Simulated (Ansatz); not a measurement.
# BaTiO3: the cost of one run

Computed with Ansatz 0.2.0 (DFT r2SCAN, scalar-relativistic, plane waves, PAW, unless a step's input says otherwise).

1 further run of the same task is left out (set aside as unsound or not needed). Runs told in other sessions of the task aren't counted.

## Step 1: The starting structure

The structure is trigonal, space group R3m (No. 160). The conventional cell has a = 5.680 Å, b = 5.680 Å, c = 6.994 Å, α = 90.00°, β = 90.00°, γ = 120.00°. Ba (site symmetry 3m) is surrounded by 12 O at 2.78 to 2.93 Å. Around Ti (site symmetry 3m) lie 6 O at 1.87 to 2.16 Å. O (site symmetry m) has 2 Ti at 1.87 to 2.16 Å and 1 Ba at 2.78 Å in its first shell of neighbours.

As a file:

```
CELL_PARAMETERS angstrom
2.84005 1.63971 2.33143
-2.84005 1.63971 2.33143
0.00000 -3.27941 2.33143
ATOMIC_POSITIONS crystal
Ba 0.00279 0.00279 0.00279
Ti 0.51625 0.51625 0.51625
O 0.48975 0.48975 0.98016
O 0.48975 0.98016 0.48975
O 0.98016 0.48975 0.48975
```

It is the result of an earlier relaxation at this level (volume 13.03 Å³/atom; gap on the mesh: 2.87 eV).

## Step 2: Zero of the scan

File input.yaml:

```yaml
crystal:
  lattice:
    - [2.8400536804, 1.6397057569, 2.3314328329]
    - [-2.8400536804, 1.6397057569, 2.3314328329]
    - [0.0, -3.2794115138, 2.3314328329]
  atoms:
    - { symbol: Ba, position: [0.002785105, 0.002785105, 0.002785105] }
    - { symbol: Ti, position: [0.5162478472, 0.5162478472, 0.5162478472] }
    - { symbol: O, position: [0.4897536547, 0.4897536547, 0.9801597382] }
    - { symbol: O, position: [0.4897536547, 0.9801597382, 0.4897536547] }
    - { symbol: O, position: [0.9801597382, 0.4897536547, 0.4897536547] }
basis:
  ecutwfc: 500
kpoints:
  mp_grid: { grid: [6, 6, 6] }
hamiltonian:
  xc: r2scan
scf:
  occupations: { method: gaussian, width: 0.05 }
output:
  forces: true
  stress: true
  eigenvalues: true
```

Command:

```console
$ ansatz run input.yaml --threads 1 --pin off --max-ram 2560MiB --backend cpu --events-out ev --progress --plain --runs-dir out
```

Q: Estimate wall time and peak memory on 1 thread of Arm Neoverse V1, shared host.

About 14 s, with a peak of 0.44 GiB.
